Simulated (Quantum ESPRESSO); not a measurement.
# Sb (R-3m) in Quantum ESPRESSO: a series of runs

One crystal, Sb, is run at these levels: PBE; tasks: band structure.

Program: Quantum ESPRESSO 7.5. These are calculated values, not measurements. Logs are shortened: lines on timing, memory, paths and dates and some standing lists are left out, and cuts for length are marked.

### 1 The structure

It takes space group R-3m (No. 166, trigonal). Conventional cell: a = 4.308 Å, b = 4.308 Å, c = 11.274 Å, α = 90.00°, β = 90.00°, γ = 120.00°. Sb (site symmetry 3m) has 3 Sb at 2.91 Å as nearest neighbours.

### 2 Band structure, PBE

pw.in

```
&CONTROL
  calculation = 'scf'
  prefix = 'pwscf'
  outdir = './tmp'
  pseudo_dir = './pseudo'
  tprnfor = .true.
  tstress = .true.
  disk_io = 'low'
/
&SYSTEM
  ibrav = 0
  celldm(1) = 8
  nat = 2
  ntyp = 1
  ecutwfc = 80
  nbnd = 22
  occupations = 'smearing'
  smearing = 'fd'
  degauss = 0.00367493
/
&ELECTRONS
  conv_thr = 4d-10
  electron_maxstep = 120
  mixing_beta = 0.5
/
ATOMIC_SPECIES
Sb   121.7600 Sb.upf
CELL_PARAMETERS alat
  0.5088560022086   0.2937881498567   0.8876988470430
 -0.5088560022086   0.2937881498567   0.8876988470430
  0.0000000000000  -0.5875762997133   0.8876988470430
ATOMIC_POSITIONS crystal
Sb     0.7665100000    0.7665100000    0.7665100000
Sb     0.2334900000    0.2334900000    0.2334900000
K_POINTS automatic
8 8 8 0 0 0
```

pp_density.in

```
&INPUTPP
  prefix = 'pwscf'
  outdir = './tmp'
  filplot = 'density.dat'
  plot_num = 0
/
&PLOT
  nfile = 1
  filepp(1) = 'density.dat'
  iflag = 3
  output_format = 6
  fileout = 'density.cube'
/
```

pp_potential.in

```
&INPUTPP
  prefix = 'pwscf'
  outdir = './tmp'
  filplot = 'potential.dat'
  plot_num = 11
/
&PLOT
  nfile = 1
  filepp(1) = 'potential.dat'
  iflag = 3
  output_format = 6
  fileout = 'potential.cube'
/
```

pp_elf.in

```
&INPUTPP
  prefix = 'pwscf'
  outdir = './tmp'
  filplot = 'elf.dat'
  plot_num = 8
/
&PLOT
  nfile = 1
  filepp(1) = 'elf.dat'
  iflag = 3
  output_format = 6
  fileout = 'elf.cube'
/
```

bands.in

```
&CONTROL
  calculation = 'bands'
  prefix = 'pwscf'
  outdir = './tmp'
  pseudo_dir = './pseudo'
  disk_io = 'low'
  verbosity = 'high'
/
&SYSTEM
  ibrav = 0
  celldm(1) = 8
  nat = 2
  ntyp = 1
  ecutwfc = 80
  nbnd = 22
  occupations = 'smearing'
  smearing = 'fd'
  degauss = 0.00367493
/
&ELECTRONS
  conv_thr = 1d-08
  electron_maxstep = 120
  mixing_beta = 0.5
  diago_full_acc = .true.
  startingwfc = 'random'
/
ATOMIC_SPECIES
Sb   121.7600 Sb.upf
CELL_PARAMETERS alat
  0.5088560022086   0.2937881498567   0.8876988470430
 -0.5088560022086   0.2937881498567   0.8876988470430
  0.0000000000000  -0.5875762997133   0.8876988470430
ATOMIC_POSITIONS crystal
Sb     0.7665100000    0.7665100000    0.7665100000
Sb     0.2334900000    0.2334900000    0.2334900000
K_POINTS crystal
60
 0.0000000000  0.0000000000  0.0000000000 1
 0.0625000000  0.0000000000  0.0000000000 1
 0.1250000000  0.0000000000  0.0000000000 1
 0.1875000000  0.0000000000  0.0000000000 1
 0.2500000000  0.0000000000  0.0000000000 1
 0.3125000000  0.0000000000  0.0000000000 1
 0.3750000000  0.0000000000  0.0000000000 1
 0.4375000000  0.0000000000  0.0000000000 1
 0.5000000000  0.0000000000  0.0000000000 1
 0.5000000000  0.0399478940 -0.0399478940 1
 0.5000000000  0.0798957881 -0.0798957881 1
 0.5000000000  0.1198436821 -0.1198436821 1
 0.5000000000  0.1597915762 -0.1597915762 1
 0.5000000000  0.1997394702 -0.1997394702 1
 0.5000000000  0.2396873643 -0.2396873643 1
 0.7603126357  0.5000000000  0.2396873643 1
 0.7169271964  0.5000000000  0.2830728036 1
 0.6735417571  0.5000000000  0.3264582429 1
 0.6301563179  0.5000000000  0.3698436821 1
 0.5867708786  0.5000000000  0.4132291214 1
 0.5433854393  0.5000000000  0.4566145607 1
 0.5000000000  0.5000000000  0.5000000000 1
 0.4285714286  0.4285714286  0.4285714286 1
 0.3571428571  0.3571428571  0.3571428571 1
 0.2857142857  0.2857142857  0.2857142857 1
 0.2142857143  0.2142857143  0.2142857143 1
 0.1428571429  0.1428571429  0.1428571429 1
 0.0714285714  0.0714285714  0.0714285714 1
 0.0000000000  0.0000000000  0.0000000000 1
 0.0369843682  0.0000000000 -0.0369843682 1
 0.0739687364  0.0000000000 -0.0739687364 1
 0.1109531046  0.0000000000 -0.1109531046 1
 0.1479374729  0.0000000000 -0.1479374729 1
 0.1849218411  0.0000000000 -0.1849218411 1
 0.2219062093  0.0000000000 -0.2219062093 1
 0.2588905775  0.0000000000 -0.2588905775 1
 0.2958749457  0.0000000000 -0.2958749457 1
 0.3328593139  0.0000000000 -0.3328593139 1
 0.3698436821  0.0000000000 -0.3698436821 1
 0.6301563179  0.3698436821  0.0000000000 1
 0.5867708786  0.4132291214  0.0000000000 1
 0.5433854393  0.4566145607  0.0000000000 1
 0.5000000000  0.5000000000  0.0000000000 1
 0.5433854393  0.5433854393  0.0798957881 1
 0.5867708786  0.5867708786  0.1597915762 1
 0.6301563179  0.6301563179  0.2396873643 1
 0.6115625582  0.6115625582  0.2768748837 1
 0.5929687985  0.5929687985  0.3140624031 1
 0.5743750388  0.5743750388  0.3512499225 1
 0.5557812791  0.5557812791  0.3884374418 1
 0.5371875194  0.5371875194  0.4256249612 1
 0.5185937597  0.5185937597  0.4628124806 1
 0.5000000000  0.5000000000  0.5000000000 1
 0.5000000000  0.0000000000  0.0000000000 1
 0.5433854393  0.0616406137  0.0616406137 1
 0.5867708786  0.1232812274  0.1232812274 1
 0.6301563179  0.1849218411  0.1849218411 1
 0.6735417571  0.2465624548  0.2465624548 1
 0.7169271964  0.3082030685  0.3082030685 1
 0.7603126357  0.3698436821  0.3698436821 1
```

Potentials or basis: PseudoDojo 0.4.1 SR PBE standard.

The run is started by

```console
> OMP_NUM_THREADS=1 pw.x -in pw.in > pw.out
> OMP_NUM_THREADS=1 pp.x -in pp_density.in > pp_density.out
> OMP_NUM_THREADS=1 pp.x -in pp_potential.in > pp_potential.out
> OMP_NUM_THREADS=1 pp.x -in pp_elf.in > pp_elf.out
> OMP_NUM_THREADS=1 pw.x -in bands.in > bands.out
```

pw.out:

```text
This program is part of the open-source Quantum ESPRESSO suite
     for quantum simulation of materials; please cite
[... 9 lines left out ...]
     --------------------
     sticks:   dense  smooth     PW     G-vecs:    dense   smooth      PW
     Sum        1549    1549    467                39383    39383    6407

     Using Slab Decomposition

     bravais-lattice index     =            0
     lattice parameter (alat)  =       8.0000  a.u.
     unit-cell volume          =     407.6768 (a.u.)^3
     number of atoms/cell      =            2
     number of atomic types    =            1
     number of electrons       =        30.00
     number of Kohn-Sham states=           22
     kinetic-energy cutoff     =      80.0000  Ry
     charge density cutoff     =     320.0000  Ry
     scf convergence threshold =      4.0E-10
     mixing beta               =       0.5000
     number of iterations used =            8  plain     mixing
     Exchange-correlation= PBE
                           (   1   4   3   4   0   0   0)

     celldm(1)=   8.000000  celldm(2)=   0.000000  celldm(3)=   0.000000
     celldm(4)=   0.000000  celldm(5)=   0.000000  celldm(6)=   0.000000

     crystal axes: (cart. coord. in units of alat)
               a(1) = (   0.508856   0.293788   0.887699 )
               a(2) = (  -0.508856   0.293788   0.887699 )
               a(3) = (   0.000000  -0.587576   0.887699 )

     reciprocal axes: (cart. coord. in units 2 pi/alat)
               b(1) = (  0.982596  0.567302  0.375503 )
               b(2) = ( -0.982596  0.567302  0.375503 )
               b(3) = (  0.000000 -1.134604  0.375503 )

     PseudoPot. # 1 for Sb read from file:
     Sb.upf
     Pseudo is Norm-conserving + core correction, Zval = 15.0
     Generated using ONCVPSP code by D. R. Hamann
     Using radial grid of 1434 points,  6 beta functions with:
                l(1) =   0
                l(2) =   0
                l(3) =   1
                l(4) =   1
                l(5) =   2
                l(6) =   2

     atomic species   valence    mass     pseudopotential
     Sb               15.00   121.76000     Sb( 1.00)

     12 Sym. Ops., with inversion, found

   Cartesian axes

     site n.     atom                  positions (alat units)
         1        Sb     tau(   1) = (   0.0000000   0.0000000   2.0412901  )
         2        Sb     tau(   2) = (  -0.0000000   0.0000000   0.6218064  )

     number of k points=    65  Fermi-Dirac smearing, width (Ry)=  0.0037
                       cart. coord. in units 2pi/alat
        k(    1) = (   0.0000000   0.0000000   0.0000000), wk =   0.0039062
        k(    2) = (   0.0000000  -0.1418256   0.0469378), wk =   0.0234375
        k(    3) = (   0.0000000  -0.2836511   0.0938757), wk =   0.0234375
        k(    4) = (   0.0000000  -0.4254767   0.1408135), wk =   0.0234375
        k(    5) = (   0.0000000   0.5673022  -0.1877514), wk =   0.0117188
        k(    6) = (  -0.1228245  -0.0709128   0.0938757), wk =   0.0234375
[... 57 lines left out ...]
        k(   64) = (   0.8597717   0.3545639  -0.1877514), wk =   0.0234375
        k(   65) = (   0.0000000   0.0000000  -0.5632541), wk =   0.0039062

     Dense  grid:    39383 G-vectors     FFT dimensions: (  50,  50,  50)

     Initial potential from superposition of free atoms

     starting charge      29.9989, renormalised to      30.0000
     Starting wfcs are   18 randomized atomic wfcs +    4 random wfcs

     Self-consistent Calculation

     iteration #  1     ecut=    80.00 Ry     beta= 0.50
     Davidson diagonalization with overlap
     ethr =  1.00E-02,  avg # of iterations =  5.6

     Threshold (ethr) on eigenvalues was too large:
     Diagonalizing with lowered threshold

     Davidson diagonalization with overlap
     ethr =  2.70E-05,  avg # of iterations =  6.6

     total energy              =    -363.81737465 Ry
     estimated scf accuracy    <       0.00811514 Ry

     iteration #  2     ecut=    80.00 Ry     beta= 0.50
     Davidson diagonalization with overlap
     ethr =  2.71E-05,  avg # of iterations =  1.0

     total energy              =    -363.81762959 Ry
     estimated scf accuracy    <       0.00175637 Ry

     iteration #  3     ecut=    80.00 Ry     beta= 0.50
     Davidson diagonalization with overlap
     ethr =  5.85E-06,  avg # of iterations =  1.7

     total energy              =    -363.81772136 Ry
     estimated scf accuracy    <       0.00005548 Ry

     iteration #  4     ecut=    80.00 Ry     beta= 0.50
     Davidson diagonalization with overlap
     c_bands:  1 eigenvalues not converged
     ethr =  1.85E-07,  avg # of iterations =  6.8

     total energy              =    -363.81775741 Ry
     estimated scf accuracy    <       0.00000717 Ry

     iteration #  5     ecut=    80.00 Ry     beta= 0.50
     Davidson diagonalization with overlap
     ethr =  2.39E-08,  avg # of iterations =  2.2

     total energy              =    -363.81775856 Ry
     estimated scf accuracy    <       0.00000029 Ry

     iteration #  6     ecut=    80.00 Ry     beta= 0.50
     Davidson diagonalization with overlap
     ethr =  9.75E-10,  avg # of iterations =  2.9

     total energy              =    -363.81775865 Ry
     estimated scf accuracy    <       0.00000004 Ry
[... 5 lines left out ...]
     total energy              =    -363.81775866 Ry
     estimated scf accuracy    <          1.8E-09 Ry

     iteration #  8     ecut=    80.00 Ry     beta= 0.50
     Davidson diagonalization with overlap
     ethr =  6.00E-12,  avg # of iterations =  2.6

     total energy              =    -363.81775866 Ry
     estimated scf accuracy    <          5.7E-10 Ry

     iteration #  9     ecut=    80.00 Ry     beta= 0.50
     Davidson diagonalization with overlap
     ethr =  1.90E-12,  avg # of iterations =  2.0

     End of self-consistent calculation

          k = 0.0000 0.0000 0.0000 (  4917 PWs)   bands (ev):

   -18.9608 -18.9608 -18.8746 -18.8746 -18.8510 -18.7617 -18.7617 -18.7562
   -18.6788 -18.6788  -2.1978   5.7076   8.4652   8.7365   8.7365  12.6227
    13.2423  13.2423  15.6808  15.6808  15.8203  17.2298

          k = 0.0000-0.1418 0.0469 (  4931 PWs)   bands (ev):

   -18.9547 -18.9519 -18.8716 -18.8695 -18.8472 -18.7657 -18.7645 -18.7599
   -18.6879 -18.6854  -2.0253   4.9839   8.5059   8.6954   9.0035  12.5115
    12.8022  12.8373  15.1477  15.5888  15.7872  18.3751

          k = 0.0000-0.2837 0.0939 (  4928 PWs)   bands (ev):

   -18.9384 -18.9268 -18.8643 -18.8553 -18.8358 -18.7773 -18.7769 -18.7667
   -18.7122 -18.7027  -1.5130   3.5271   8.5247   8.6237   9.4478  11.7964
    11.9086  11.9902  15.5106  16.1225  16.6651  20.6291
[... 223 lines left out ...]
          k = 0.6141 0.2127-0.2816 (  4926 PWs)   bands (ev):

   -18.9447 -18.8755 -18.8648 -18.8280 -18.8112 -18.8057 -18.7937 -18.7785
   -18.7549 -18.6941   0.3492   2.0761   5.1134   6.3757   7.9911  12.7652
    13.8983  16.0299  16.9396  18.4509  20.4929  21.4833

          k = 0.6141 0.0709-0.2347 (  4912 PWs)   bands (ev):

   -18.9366 -18.8624 -18.8521 -18.8301 -18.8257 -18.8053 -18.7925 -18.7810
   -18.7600 -18.7054   0.6086   1.4618   5.4823   6.4691   8.7658  11.9562
    14.4381  15.4929  15.8767  17.3031  20.3130  21.2327

          k = 0.6141-0.0709-0.1878 (  4900 PWs)   bands (ev):

   -18.9280 -18.8473 -18.8404 -18.8317 -18.8262 -18.8250 -18.7948 -18.7736
   -18.7697 -18.7154   0.5896   0.9928   6.2778   7.4635   9.0940  10.9303
    13.6641  14.1299  16.7343  17.0380  19.5546  19.6367

          k = 0.4913 0.2837-0.2347 (  4917 PWs)   bands (ev):

   -18.9487 -18.8760 -18.8641 -18.8155 -18.8121 -18.8116 -18.7974 -18.7840
   -18.7529 -18.6887   0.1307   2.2799   5.3745   7.0311   7.1439  12.3937
    14.6655  15.4453  16.4697  19.8767  20.1742  21.1733

          k = 0.4913 0.1418-0.1878 (  4915 PWs)   bands (ev):

   -18.9453 -18.8682 -18.8609 -18.8264 -18.8165 -18.8092 -18.7895 -18.7863
   -18.7559 -18.6937  -0.1387   2.2928   6.0142   6.7317   8.0613  12.6166
    13.5547  15.0012  15.6560  19.2181  19.6087  20.4147

          k = 0.3685 0.2127-0.1408 (  4914 PWs)   bands (ev):
[... 107 lines left out ...]
          k = 0.8598 0.3546-0.1878 (  4932 PWs)   bands (ev):

   -18.9208 -18.9058 -18.8562 -18.8506 -18.8280 -18.7847 -18.7742 -18.7736
   -18.7379 -18.7221  -0.2671   1.7553   6.4866   7.3205  10.1882  10.7742
    13.7708  14.3520  16.2550  17.0297  20.0475  20.0685

          k = 0.0000 0.0000-0.5633 (  4934 PWs)   bands (ev):

   -18.9124 -18.9124 -18.8566 -18.8566 -18.8311 -18.7748 -18.7748 -18.7742
   -18.7316 -18.7316  -0.6642   1.5419   9.2156   9.2156  10.0639  10.6587
    10.6587  11.6465  17.6127  19.4936  19.4939  19.8745

     the Fermi energy is    10.6213 ev

!    total energy              =    -363.81775866 Ry
     estimated scf accuracy    <          4.6E-11 Ry
     smearing contrib. (-TS)   =      -0.00022353 Ry
     internal energy E=F+TS    =    -363.81753513 Ry

     The total energy is F=E-TS. E is the sum of the following terms:
     one-electron contribution =    -145.82728365 Ry
     hartree contribution      =      88.70312006 Ry
     xc contribution           =     -90.98440136 Ry
     ewald contribution        =    -215.70897019 Ry

     convergence has been achieved in   9 iterations

     Forces acting on atoms (cartesian axes, Ry/au):

     atom    1 type  1   force =    -0.00000000   -0.00000000   -0.00701783
     atom    2 type  1   force =     0.00000000    0.00000000    0.00701783

     Total force =     0.009925     Total SCF correction =     0.000036

     Computing stress (Cartesian axis) and pressure

          total   stress  (Ry/bohr**3)                   (kbar)     P=       26.57
   0.00019470   0.00000000   0.00000000           28.64        0.00        0.00
   0.00000000   0.00019470  -0.00000000            0.00       28.64       -0.00
   0.00000000  -0.00000000   0.00015244            0.00       -0.00       22.43

=------------------------------------------------------------------------------=
   JOB DONE.
=------------------------------------------------------------------------------=
```

It took 4.7 min on 1 thread of Arm Neoverse V2, shared host; peak memory 0.17 GiB.

Results:

```
Free energy            : -4949.9928 eV
Pressure               : 2.7 GPa
Largest force          : 0.180 eV/Å
Band gap on the k mesh : none (metal or under the smearing width)
```

Forces on the atoms (eV/Å):
```
Sb   0.000  0.000 -0.180
Sb   0.000  0.000  0.180
```

Stress tensor (GPa, compression positive):
```
2.86 0.00 0.00
0.00 2.86 0.00
0.00 0.00 2.24
```

Levels at the corners of the path, in eV from the Fermi level:
```tsv
point	band 12	band 13	band 14	band 15	band 16	band 17	band 18	band 19
Γ	-4.91	-2.16	-1.88	-1.88	2.00	2.62	2.62	5.06
L	-9.73	-2.03	-1.91	-0.38	-0.29	0.09	0.40	7.58
B1	-9.14	-5.08	-4.94	-0.83	0.60	4.54	4.60	5.94
B	-9.14	-5.08	-4.94	-0.83	0.60	4.54	4.60	5.94
Z	-9.08	-1.41	-1.41	-0.56	0.04	0.04	1.03	6.99
Γ	-4.91	-2.16	-1.88	-1.88	2.00	2.62	2.62	5.06
X	-9.21	-5.39	-3.27	-3.02	2.72	3.11	4.08	5.84
Q	-9.21	-5.39	-3.27	-3.02	2.72	3.11	4.08	5.84
F	-8.09	-5.53	-3.85	-3.75	1.45	4.85	5.44	6.83
P1	-8.81	-5.44	-3.31	-2.82	2.38	3.09	4.53	5.93
Z	-9.08	-1.41	-1.41	-0.56	0.04	0.04	1.03	6.99
L	-9.73	-2.03	-1.91	-0.38	-0.29	0.09	0.40	7.58
P	-8.81	-5.44	-3.31	-2.82	2.38	3.09	4.53	5.93
```

Caveat: some levels on the path didn't converge; spin-orbit coupling is left out, which moves the levels of the heavy elements.

### 3 Band structure, PBE, spin-orbit coupling, no magnetisation

Changes to pw.in since step 2:

```diff
@@ -15,3 +15,3 @@
   ecutwfc = 80
-  nbnd = 22
+  nbnd = 44
   occupations = 'smearing'
@@ -19,2 +19,4 @@
   degauss = 0.00367493
+  noncolin = .true.
+  lspinorb = .true.
 /
```

Changes to bands.in since step 2:

```diff
@@ -14,3 +14,3 @@
   ecutwfc = 80
-  nbnd = 22
+  nbnd = 44
   occupations = 'smearing'
@@ -18,2 +18,4 @@
   degauss = 0.00367493
+  noncolin = .true.
+  lspinorb = .true.
 /
```

Potentials or basis: PseudoDojo 0.4 FR PBE standard.

The run is started by

```console
> OMP_NUM_THREADS=1 pw.x -in pw.in > pw.out
> OMP_NUM_THREADS=1 pw.x -in bands.in > bands.out
```

Wall time 17 min (1 thread of Arm Neoverse V2, shared host); peak memory 0.57 GiB.

Results (log left out):

| Property | Result |
| --- | --- |
| Free energy | -4948.3553 eV |
| Pressure | 2.8 GPa |
| Largest force | 0.183 eV/Å |
| Band gap on the k mesh | none (metal or under the smearing width) |

Forces on the atoms (eV/Å):
```
Sb   0.000  0.000 -0.183
Sb   0.000  0.000  0.183
```

Stress tensor (GPa, compression positive):
```
3.05 0.00 0.00
0.00 3.05 0.00
0.00 0.00 2.33
```

Levels at the corners of the path, in eV from the Fermi level:
```tsv
point	band 27	band 28	band 29	band 30	band 31	band 32	band 33	band 34
Γ	-1.76	-1.76	-1.58	-1.58	1.82	1.82	2.59	2.59
L	-1.91	-1.91	-0.36	-0.36	-0.25	-0.25	0.20	0.20
B1	-4.90	-4.90	-0.80	-0.80	0.64	0.64	4.52	4.52
B	-4.90	-4.90	-0.80	-0.80	0.64	0.64	4.52	4.52
Z	-1.12	-1.12	-0.61	-0.61	-0.03	-0.03	0.29	0.29
Γ	-1.76	-1.76	-1.58	-1.58	1.82	1.82	2.59	2.59
X	-3.32	-3.32	-2.89	-2.89	2.63	2.63	3.27	3.27
Q	-3.32	-3.32	-2.89	-2.89	2.63	2.63	3.27	3.27
F	-3.98	-3.98	-3.55	-3.55	1.50	1.50	4.72	4.72
P1	-3.34	-3.34	-2.71	-2.71	2.37	2.37	3.15	3.15
Z	-1.12	-1.12	-0.61	-0.61	-0.03	-0.03	0.29	0.29
L	-1.91	-1.91	-0.36	-0.36	-0.25	-0.25	0.20	0.20
P	-3.34	-3.34	-2.71	-2.71	2.37	2.37	3.15	3.15
```
